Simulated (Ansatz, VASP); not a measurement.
**One calculation of SiC, two programs**

Contents of INCAR:

```
PREC = Accurate ; ENCUT = 520
EDIFF = 1E-8 ; ISMEAR = -1
SIGMA = 0.08 ; LREAL = False
LASPH = True ; NELM = 100
ALGO = Normal ; ISIF = 2
LWAVE = False ; LCHARG = False
GGA = PS ; LEFG = True
NBANDS = 16
```

The input KPOINTS:

```
Automatic mesh
0
Gamma
  15 15 8
```

Contents of POSCAR:

```
SiC
1.0
    3.0759982064      0.0000000000      0.0000000000
   -1.5379991032      2.6638925888      0.0000000000
    0.0000000000      0.0000000000      5.1994400000
Si C
2 2
Direct
    0.3333333333      0.6666666667      0.0000000000
    0.6666666667      0.3333333333      0.5000000000
    0.3333333333      0.6666666667      0.3850000000
    0.6666666667      0.3333333333      0.8850000000
```

Input for Ansatz:

```yaml
crystal:
  lattice:
    - [3.0759982064, 0.0, 0.0]
    - [-1.5379991032, 2.6638925888, 0.0]
    - [0.0, 0.0, 5.19944]
  atoms:
    - { symbol: Si, position: [0.3333333333, 0.6666666667, 0.0] }
    - { symbol: Si, position: [0.6666666667, 0.3333333333, 0.5] }
    - { symbol: C, position: [0.3333333333, 0.6666666667, 0.385] }
    - { symbol: C, position: [0.6666666667, 0.3333333333, 0.885] }
kpoints:
  mp_grid: { grid: [15, 15, 8] }
scf:
  occupations: { method: fermi_dirac, width: 0.08 }
hamiltonian:
  xc: pbesol
  pseudopotentials: { kind: paw }
output:
  forces: true
  stress: true
  eigenvalues: true
  efg: { contact_densities: true }
```

Change from the starting cell: zz strain of +3 %, PAW files.

Alike in both runs: task electric field gradients; functional PBEsol; k mesh 15 × 15 × 8; occupations fermi-dirac, width 0.08 eV; no spin polarisation.

|  | VASP | Ansatz |
| --- | --- | --- |
| version | VASP 6.6.1 | Ansatz 0.2.0 |
| potentials or method | VASP PAW PBE potentials, release 64 (Si, C) | PAW with Ansatz's default frozen-core files, scalar-relativistic |
| plane-wave cutoff (eV) | 520 | 420 |
| valence electrons in the cell | 16 | 16 |

|  | VASP | Ansatz | Ansatz less VASP |
| --- | --- | --- | --- |
| pressure (GPa) | -4.7 | -5.1 | -0.33 |
| largest component of the traceless stress (GPa) | 11.72 | 11.58 | -0.142 |
| rms of the force components (eV/Å) | 0.491 | 0.486 | -0.0046 |
| Vzz of the field gradient on the site that differs most (V/Å²) | 7.2 | 6.4 | -0.82 |

Atom by atom the forces differ by 0.005 eV/Å (rms over components).

Caveats: the PAW data sets were made with another functional, which shifts forces and pressure a little (VASP); an odd mesh through Γ misses points on the zone boundary, where band edges often lie.
